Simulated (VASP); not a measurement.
# ZnS (Wurtzite-2H) (P6_3mc) in VASP: notebook, part 2 of 2

VASP 6.6.1. Earlier steps stand in the parts before.

## 3. Single point, PBE

Contents of INCAR:

```
SYSTEM = ZnS
ALGO = Normal
EDIFF = 1E-6
ENCUT = 520
GGA = PE
ISIF = 2
ISMEAR = 0
LASPH = .True.
LCHARG = .False.
LREAL = .False.
LWAVE = .False.
NBANDS = 26
NELM = 80
PREC = Accurate
SIGMA = 0.013000000000000001
```

Contents of KPOINTS:

```
k-points
0
Gamma
  8 8 5
  0 0 0
```

Contents of POSCAR:

```
ZnS
1.0
    3.8110000000      0.0000000000      0.0000000000
   -1.9055000000      3.3004228138      0.0000000000
    0.0000000000      0.0000000000      6.2340000000
Zn S
2 2
Direct
    0.6666666667      0.3333333333      0.5000000000
    0.3333333333      0.6666666667      0.0000000000
    0.6666666667      0.3333333333      0.8850000000
    0.3333333333      0.6666666667      0.3850000000
```

Potentials or basis: VASP PAW PBE potentials, release 64 (Zn, S).

Run with:

```bash
cat potpaw_PBE.64/Zn/POTCAR potpaw_PBE.64/S/POTCAR > POTCAR
mpirun -np 1 vasp_std > vasp.out
```

OUTCAR:

```text
SYSTEM = ZnS
   EDIFF = 1E-6
   ENCUT = 520
   GGA = PE
   ISIF = 2
   ISMEAR = 0
   LASPH = .True.
   LREAL = .False.
   NELM = 80
   PREC = Accurate

 ion  position               nearest neighbor table
   1  0.667  0.333  0.500-   4 2.31   4 2.31   4 2.31   3 2.40
   2  0.333  0.667  0.000-   3 2.31   3 2.31   3 2.31   4 2.40
   3  0.667  0.333  0.885-   2 2.31   2 2.31   2 2.31   1 2.40
   4  0.333  0.667  0.385-   1 2.31   1 2.31   1 2.31   2 2.40

  LATTYP: Found a hexagonal cell.
 ALAT       =     3.8110000000
 C/A-ratio  =     1.6357911309

  Lattice vectors:

 A1 = (   3.8110000000,   0.0000000000,   0.0000000000)
 A2 = (  -1.9055000000,   3.3004228138,   0.0000000000)
 A3 = (   0.0000000000,   0.0000000000,   6.2340000000)

Analysis of symmetry for initial positions (statically):
=====================================================================
 Subroutine PRICEL returns:
 Original cell was already a primitive cell.

 Routine SETGRP: Setting up the symmetry group for a
 hexagonal supercell.

 Subroutine GETGRP returns: Found 12 space group operations
 (whereof  6 operations were pure point group operations)
 out of a pool of 24 trial point group operations.

The static configuration has the point symmetry C_3v.
 The point group associated with its full space group is C_6v.

Analysis of symmetry for dynamics (positions and initial velocities):
=====================================================================
 Subroutine PRICEL returns:
 Original cell was already a primitive cell.

 Routine SETGRP: Setting up the symmetry group for a
 hexagonal supercell.

 Subroutine GETGRP returns: Found 12 space group operations
 (whereof  6 operations were pure point group operations)
 out of a pool of 24 trial point group operations.

The dynamic configuration has the point symmetry C_3v.
 The point group associated with its full space group is C_6v.

 Subroutine INISYM returns: Found 12 space group operations
 (whereof  6 operations are pure point group operations),
 and found     1 'primitive' translations

----------------------------------------------------------------------------------------

                                     Primitive cell

  volume of cell :      78.4107

  direct lattice vectors                    reciprocal lattice vectors
     3.811000000  0.000000000  0.000000000     0.262398321  0.151495741  0.000000000
    -1.905500000  3.300422814  0.000000000     0.000000000  0.302991482  0.000000000
     0.000000000  0.000000000  6.234000000     0.000000000  0.000000000  0.160410651

  length of vectors
     3.811000000  3.811000000  6.234000000     0.302991482  0.302991482  0.160410651

  position of ions in fractional coordinates (direct lattice)
     0.666666667  0.333333333  0.500000000
     0.333333333  0.666666667  0.000000000
     0.666666667  0.333333333  0.885000000
     0.333333333  0.666666667  0.385000000

  ion indices of the primitive-cell ions
   primitive index   ion index
                 1           1
                 2           2
                 3           3
                 4           4

----------------------------------------------------------------------------------------

 KPOINTS: k-points

Automatic generation of k-mesh.
 Grid dimensions read from file:
 generate k-points for:    8    8    5

 Generating k-lattice:

  Cartesian coordinates                     Fractional coordinates (reciprocal lattice)
     0.032799790  0.018936968  0.000000000     0.125000000  0.000000000  0.000000000
     0.000000000  0.037873935  0.000000000     0.000000000  0.125000000  0.000000000
     0.000000000  0.000000000  0.032082130     0.000000000  0.000000000  0.200000000

  Length of vectors
     0.037873935  0.037873935  0.032082130

  Shift w.r.t. Gamma in fractional coordinates (k-lattice)
     0.000000000  0.000000000  0.000000000

 Subroutine IBZKPT returns following result:
 ===========================================

 Found     30 irreducible k-points:

 Following reciprocal coordinates:
            Coordinates               Weight
[... 30 lines left out ...]
   NSW    =      0    number of steps for IOM
   IBRION =     -1    ionic relax: 0-MD 1-quasi-New 2-CG
   NFREE  =      0    steps in history (QN), initial steepest desc. (CG)
   ISIF   =      2    stress and relaxation
   ISYM   =      2    0-nonsym 1-usesym 2-fastsym
   POTIM  = 0.5000    time-step for ionic-motion
   TEBEG  =    0.0;   TEEND  =   0.0 temperature during run
   PSTRESS=    0.0 pullay stress
   NELECT =      36.0000    total number of electrons
   NUPDOWN=      -1.0000    fix difference up-down
   EMIN   =  10.00;   EMAX   =-10.00  energy-range for DOS
   EFERMI =   0.00;   METHOD = LEGACY
   ISMEAR =     0;   SIGMA  =   0.01  broadening in eV -4-tet -1-fermi 0-gaus
   EFERMI_NEDOS =   21; number of points for ismear=-14 and -15
   IALGO  =     38    algorithm
   IMIX   =      4    mixing-type and parameters
     AMIX     =   0.40;   BMIX     =  1.00
     AMIX_MAG =   1.60;   BMIX_MAG =  1.00
  volume/ion in A,a.u.               =      19.60       132.29
  Fermi-wavevector in a.u.,A,eV,Ry     =   1.262943  2.386617 21.701647  1.595026
  Thomas-Fermi vector in A             =   2.396326
   LORBIT       =      0    0 simple, 1 ext, 2 COOP (PROOUT), +10 PAW based schemes
   GGA     = PE    functional components
   LHFCALC =     F    Hartree Fock is set to
   AEXX    =    0.0000 exact exchange contribution
   IVDW    =     0    specifies the selected vdW correction
   LEPSILON=     F    determine dielectric tensor
   LRPA    =     F    only Hartree local field effects (RPA)
 non-spin polarized calculation
 Gauss-broadening in eV      SIGMA  =   0.01
  energy-cutoff  :      520.00
  volume of cell :       78.41
 maximum number of plane-waves:      2128
   NGX = 15   NGY = 15   NGZ = 23

 number of electron      35.9999977 magnetization

 Free energy of the ion-electron system (eV)
  ---------------------------------------------------
  ext. energy  EPLUGINS =         0.00000000
  ---------------------------------------------------
  free energy    TOTEN  =       -13.65381207 eV

  energy without entropy =      -13.65381207  energy(sigma->0) =      -13.65381207

 E-fermi :   2.2629     XC(G=0):  -9.6512

 val. band max:        2.1625432846   @ k =   0.0000   0.0000   0.0000
 cond. band min:       4.4157312041   @ k =   0.0000   0.0000   0.0000
 fundamental gap:      2.2531879194
 Fermi energy:         2.2629173086

 k-point     1 :       0.0000    0.0000    0.0000
  band No.  band energies     occupation
      1     -11.0311      2.00000
      2     -10.1080      2.00000
      3      -4.2064      2.00000
      4      -4.2064      2.00000
      5      -4.1421      2.00000
      6      -4.1421      2.00000
[... 859 lines left out ...]
     25      11.6290      0.00000
     26      11.8173      0.00000

------------------------ aborting loop because EDIFF is reached ----------------------------------------

  FORCE on cell =-STRESS in cart. coord.  units (eV):
  Direction    XX          YY          ZZ          XY          YZ          ZX
  --------------------------------------------------------------------------------------
  -------------------------------------------------------------------------------------
  Total        1.5571086      1.5571086      0.5489968      0.0000000     -0.0000000      0.0000000
  in kB       31.8166296     31.8166296     11.2177325      0.0000000     -0.0000000      0.0000000
  external PRESSURE =      24.9503305 kB  Pullay stress =       0.0000000 kB

 VOLUME and BASIS-vectors are now :
 -----------------------------------------------------------------------------
  energy-cutoff  :      520.00
  volume of cell :       78.41
      direct lattice vectors                 reciprocal lattice vectors
     3.811000000  0.000000000  0.000000000     0.262398321  0.151495741  0.000000000
    -1.905500000  3.300422814  0.000000000     0.000000000  0.302991482  0.000000000
     0.000000000  0.000000000  6.234000000     0.000000000  0.000000000  0.160410651

 POSITION                                       TOTAL-FORCE (eV/Angst)
 -----------------------------------------------------------------------------------
      1.90550      1.10014      3.11700         0.000000     -0.000000      0.322737
     -0.00000      2.20028      0.00000        -0.000000      0.000000      0.322737
      1.90550      1.10014      5.51709        -0.000000      0.000000     -0.322737
     -0.00000      2.20028      2.40009        -0.000000      0.000000     -0.322737
 -----------------------------------------------------------------------------------
    total drift:                               -0.000000     -0.000000      0.000471

  FREE ENERGIE OF THE ION-ELECTRON SYSTEM (eV)
  ---------------------------------------------------
  free  energy   TOTEN  =       -13.6538120688 eV

  energy  without entropy=      -13.6538120688  energy(sigma->0) =      -13.65381207
```

OSZICAR:

```text
N       E                     dE             d eps       ncg     rms          rms(c)
DAV:   1     0.247319971825E+03    0.24732E+03   -0.16945E+04  1560   0.166E+03
DAV:   2     0.103222422123E+02   -0.23700E+03   -0.22663E+03  1592   0.354E+02
DAV:   3    -0.139324440595E+02   -0.24255E+02   -0.24018E+02  1922   0.112E+02
DAV:   4    -0.145041054237E+02   -0.57166E+00   -0.57036E+00  1780   0.173E+01
DAV:   5    -0.145130211302E+02   -0.89157E-02   -0.89134E-02  1938   0.213E+00    0.992E+00
DAV:   6    -0.136638849937E+02    0.84914E+00   -0.16498E+00  2356   0.372E+01    0.762E+00
DAV:   7    -0.136596136949E+02    0.42713E-02   -0.12476E+00  1668   0.655E+00    0.346E+00
DAV:   8    -0.136529690080E+02    0.66447E-02   -0.35292E-02  1892   0.178E+00    0.978E-01
DAV:   9    -0.136534470892E+02   -0.47808E-03   -0.93281E-03  2108   0.131E+00    0.231E-01
DAV:  10    -0.136535906782E+02   -0.14359E-03   -0.59952E-04  1828   0.338E-01    0.944E-02
DAV:  11    -0.136538087261E+02   -0.21805E-03   -0.33846E-04  1618   0.124E-01    0.536E-02
DAV:  12    -0.136538085936E+02    0.13249E-06   -0.14973E-05  1952   0.427E-02    0.107E-02
DAV:  13    -0.136538120031E+02   -0.34095E-05   -0.58642E-06  1626   0.180E-02    0.243E-03
DAV:  14    -0.136538120688E+02   -0.65686E-07   -0.59663E-07  1318   0.161E-02
   1 F= -.13653812E+02 E0= -.13653812E+02  d E =-.294938E-30
```

stdout:

```text
POSCAR found type information on POSCAR ZnS
 POSCAR found :  2 types and       4 ions
 scaLAPACK will be used
 LDA part: xc-table for (Slater+PW92), standard interpolation
 POSCAR, INCAR and KPOINTS ok, starting setup
 FFT: planning ... GRIDC
 FFT: planning ... GRID_SOFT
 FFT: planning ... GRID
 WAVECAR not read
 entering main loop
```

Run time: 94 s. Hardware: 1 thread of AMD EPYC 7R43 (Zen 3), shared host; peak memory 0.16 GiB.

Results:

```
Free energy            : -13.6538 eV
Pressure               : 2.5 GPa
Largest force          : 0.323 eV/Å
Band gap on the k mesh : 2.25 eV, direct
```

Forces on the atoms (eV/Å):
```
Zn   0.000  0.000  0.323
Zn   0.000  0.000  0.323
S    0.000  0.000 -0.323
S    0.000  0.000 -0.323
```

## 4. Relaxation of cell and atoms, optB88-vdW

Contents of INCAR:

```
SYSTEM = ZnS
  PREC = Accurate
  ENCUT = 600
  EDIFF = 1E-7
  ISMEAR = -1
  SIGMA = 0.05
  LREAL = .FALSE.
  LASPH = .TRUE.
  NELM = 60
  ALGO = Normal
  ISIF = 3
  LWAVE = .FALSE.
  LCHARG = .FALSE.
  GGA = BO
  LUSE_VDW = .TRUE.
  AGGAC = 0.0
  PARAM1 = 0.1833333333
  PARAM2 = 0.22
  IBRION = 2
  NSW = 40
  EDIFFG = -0.02
```

Contents of KPOINTS:

```
Automatic mesh
0
G
  8 8 5
  0 0 0
```

POSCAR is that of step 3.

Run with:

```bash
cat potpaw_PBE.64/Zn/POTCAR potpaw_PBE.64/S/POTCAR > POTCAR
mpirun -np 1 vasp_std > vasp.out
```

Wall time 13 min (1 thread of AMD EPYC 7R43 (Zen 3), shared host); peak memory 0.44 GiB.

It converged, with:

```
Free energy                            : -4.3689 eV
Relaxed volume                         : 20.08 Å³/atom
Relaxed cell                           : a = 3.837 Å, b = 3.837 Å, c = 6.301 Å, α = 90.00°, β = 90.00°, γ = 120.00°
Space group after relaxing (to 0.05 Å) : P6_3mc (No. 186)
Energy gained by relaxing              : 8.6 meV/atom
Ionic steps                            : 7
Pressure after relaxing                : 0.0 GPa
Band gap on the k mesh                 : 2.02 eV, direct
```

Stress tensor (GPa, compression positive):
```
-0.03  0.00  0.00
 0.00 -0.03  0.00
 0.00  0.00  0.08
```

Step by step:
```
step  energy change (eV)  largest force (eV/Å)  pressure (GPa)  volume (Å³)
   1              0.0000                0.3358            2.02        78.41
   2             -0.0260                0.0980           -0.74        81.24
   3             -0.0268                0.1321           -0.34        80.82
   4             -0.0306                0.0727           -0.11        80.52
   5             -0.0324                0.0089            0.15        80.22
   6             -0.0325                0.0109            0.23        80.13
   7             -0.0342                0.0016            0.01        80.33
```

Final structure:
```yaml
crystal:
  lattice:
    - [3.83684, 0.00000, 0.00000]
    - [-1.91842, 3.32280, 0.00000]
    - [0.00000, 0.00000, 6.30075]
  atoms:
    - { symbol: Zn, position: [0.66667, 0.33333, 0.50554] }
    - { symbol: Zn, position: [0.33333, 0.66667, 0.00554] }
    - { symbol: S, position: [0.66667, 0.33333, 0.87946] }
    - { symbol: S, position: [0.33333, 0.66667, 0.37946] }
```

Levels at points of the mesh, in eV from the valence-band top:
```csv
k point,band 14,band 15,band 16,band 17,band 18,band 19,band 20,band 21,band 22
"(0.00, 0.00, 0.00)",-0.85,-0.85,-0.09,0.00,0.00,2.02,3.04,6.33,6.33
"(0.50, 0.00, 0.00)",-4.05,-3.16,-2.14,-1.62,-0.84,3.66,4.14,5.11,6.93
```

Caveat: the PAW data sets were made with another functional, which shifts forces and pressure a little.

## 5. Single point, PBE

Contents of INCAR:

```
SYSTEM = ZnS
PREC = Accurate ; ENCUT = 520
EDIFF = 1E-6 ; ISMEAR = 0
SIGMA = 0.028000000000000004 ; LREAL = .False.
LASPH = .True. ; NELM = 100
ALGO = Fast ; ISIF = 2
LWAVE = .False. ; LCHARG = .True.
GGA = PE ; LELF = .True.
LVHAR = .True. ; NBANDS = 26
```

Contents of KPOINTS:

```
regular mesh
0
Gamma
  8 8 5
  0 0 0
```

POSCAR is that of step 4.

Run with:

```bash
cat potpaw_PBE.64/Zn/POTCAR potpaw_PBE.64/S/POTCAR > POTCAR
mpirun -np 1 vasp_std > vasp.out
```

It took 61 s on 1 thread of Intel Xeon 6975P-C (Granite Rapids), shared host; peak memory 0.21 GiB.

It converged, with:

| Quantity | Value |
| --- | --- |
| Free energy | -13.6538 eV |
| Pressure | 2.5 GPa |
| Largest force | 0.323 eV/Å |
| Band gap on the k mesh | 2.25 eV, direct |

Forces on the atoms (eV/Å):
```
Zn   0.000  0.000  0.323
Zn   0.000  0.000  0.323
S    0.000  0.000 -0.323
S    0.000  0.000 -0.323
```

Stress tensor (GPa, compression positive):
```
3.23 0.00 0.00
0.00 3.23 0.00
0.00 0.00 1.17
```

Levels at points of the mesh, in eV from the valence-band top:
| k point | band 14 | band 15 | band 16 | band 17 | band 18 | band 19 | band 20 | band 21 | band 22 | band 23 |
| --- | --- | --- | --- | --- | --- | --- | --- | --- | --- | --- |
| (0.00, 0.00, 0.00) | -0.86 | -0.86 | -0.01 | -0.01 | 0.00 | 2.25 | 3.00 | 6.30 | 6.30 | 6.61 |
| (0.50, 0.00, 0.00) | -4.21 | -3.16 | -2.25 | -1.56 | -0.98 | 3.62 | 4.27 | 5.18 | 7.14 | 7.42 |

## 6. Relaxation of cell and atoms, PBEsol+D4

Contents of INCAR:

```
PREC = Accurate
ENCUT = 600
EDIFF = 1E-6
ISMEAR = -1
SIGMA = 0.05
LREAL = False
LASPH = True
NELM = 100
ALGO = Normal
ISIF = 3
LWAVE = False
LCHARG = False
GGA = PS
IVDW = 13
IBRION = 2
NSW = 40
EDIFFG = -0.01
```

Contents of KPOINTS:

```
regular mesh
0
Gamma
  8 8 5
```

POSCAR is that of step 5.

Potentials or basis: VASP PAW PBE potentials, release 64 (Zn, S).

Run with:

```bash
cat potpaw_PBE.64/Zn/POTCAR potpaw_PBE.64/S/POTCAR > POTCAR
mpirun -np 1 vasp_std > vasp.out
```

Run time: 3.1 min. Hardware: 1 thread of Intel Xeon 6975P-C (Granite Rapids), shared host; peak memory 0.23 GiB.

The run converged. Its results:

```
Free energy                            : -15.8934 eV
Relaxed volume                         : 18.94 Å³/atom
Relaxed cell                           : a = 3.763 Å, b = 3.763 Å, c = 6.177 Å, α = 90.00°, β = 90.00°, γ = 120.00°
Space group after relaxing (to 0.05 Å) : P6_3mc (No. 186)
Energy gained by relaxing              : 10.9 meV/atom
Ionic steps                            : 12
Pressure after relaxing                : -0.1 GPa
Band gap on the k mesh                 : 2.23 eV, direct
Dispersion energy per atom             : -0.183 eV
```

Step by step:
```tsv
step	energy change (eV)	largest force (eV/Å)	pressure (GPa)	volume (Å³)
1	0.0000	0.3072	-2.49	78.41
2	-0.0357	0.1273	0.77	75.01
3	-0.0363	0.1524	0.39	75.35
4	-0.0402	0.0521	0.10	75.62
5	-0.0408	0.0098	0.03	75.74
6	-0.0429	0.0215	-0.18	75.88
7	-0.0432	0.0284	-0.31	75.97
8	-0.0432	0.0264	-0.23	75.95
9	-0.0436	0.0087	0.07	75.64
10	-0.0436	0.0107	0.02	75.67
11	-0.0436	0.0097	0.07	75.66
12	-0.0436	0.0002	-0.05	75.77
```

Final structure:
```
Zn S
1.0
     3.76343    0.00000    0.00000
    -1.88172    3.25923    0.00000
     0.00000    0.00000    6.17721
Zn S
2 2
Direct
  0.66667 0.33333 0.50546
  0.33333 0.66667 0.00546
  0.66667 0.33333 0.87954
  0.33333 0.66667 0.37954
```

Levels at points of the mesh, in eV from the valence-band top:
| k point | band 15 | band 16 | band 17 | band 18 | band 19 | band 20 | band 21 | band 22 |
| --- | --- | --- | --- | --- | --- | --- | --- | --- |
| (0.00, 0.00, 0.00) | -0.96 | -0.09 | 0.00 | 0.00 | 2.23 | 3.05 | 6.19 | 6.19 |
| (0.50, 0.00, 0.00) | -3.51 | -2.40 | -1.84 | -0.95 | 3.50 | 4.24 | 4.95 | 6.79 |

Caveat: the PAW data sets were made with another functional, which shifts forces and pressure a little. As with any semilocal functional, this PBEsol gap is likely too small.

## 7. The reference run

An earlier run on the cell as given: functional PBEsol; potentials or basis VASP PAW PBE potentials, release 64 (Zn, S); cutoff 520 eV; k mesh 8 × 8 × 5; occupations fermi-dirac, width 0.05 eV; no spin polarisation.

- Pressure: -1.1 GPa
- Largest force: 0.309 eV/Å
- Band gap on the k mesh: 2.12 eV, direct

## 8. The runs side by side

| task | level | cell | cutoff (eV) | smearing | ladder | gap on the mesh (eV) | pressure (GPa) | relaxed volume (Å³/atom) | largest force (eV/Å) |
| --- | --- | --- | --- | --- | --- | --- | --- | --- | --- |
| relaxation of cell and atoms | revPBE | relaxed | 600 | fermi-dirac 0.05 eV | - | 2.08 | -0.1 | 20.80 | - |
| single point | PBE | as given | 520 | gaussian 0.013 eV | - | 2.25 | 2.5 | - | 0.32 |
| relaxation of cell and atoms | optB88-vdW | relaxed | 600 | fermi-dirac 0.05 eV | - | 2.02 | 0.0 | 20.08 | - |
| single point | PBE | as given | 520 | gaussian 0.028 eV | - | 2.25 | 2.5 | - | 0.32 |
| relaxation of cell and atoms | PBEsol+D4 | relaxed | 600 | fermi-dirac 0.05 eV | - | 2.23 | -0.1 | 18.94 | - |
| single point | PBEsol | as given | 520 | fermi-dirac 0.05 eV | free | 2.12 | -1.1 | - | 0.31 |

Alike in all rows: potentials or basis VASP PAW PBE potentials, release 64 (Zn, S); no spin polarisation; k mesh 8 × 8 × 5.

On the cell as given the gap runs from 2.12 eV (PBEsol) to 2.25 eV (PBE). The pressure there spans -1.1 GPa (PBEsol) to 2.5 GPa (PBE); a positive pressure means that this level wants a larger cell, a negative one a smaller.

Caveats: the PAW data sets were made with another functional, which shifts forces and pressure a little (some runs).

Total energies depend on the potentials used, so only differences within one code and one set of settings carry meaning.

## 9. How close it comes

Step 3. A measured gap of ZnS is 3.911 eV (direct; 4 K; a printed reference work, monograph); the calculated 2.25 eV misses it by -1.66 eV. The value is that of PBE, without temperature or zero-point motion. Semilocal functionals fall short of measured gaps as a rule.

Step 5. Measured gap of ZnS: 3.911 eV (direct; 4 K; a printed reference work, monograph). This calculation gives 2.25 eV (-1.66 eV). The value is that of PBE, without temperature or zero-point motion. Semilocal functionals fall short of measured gaps as a rule.
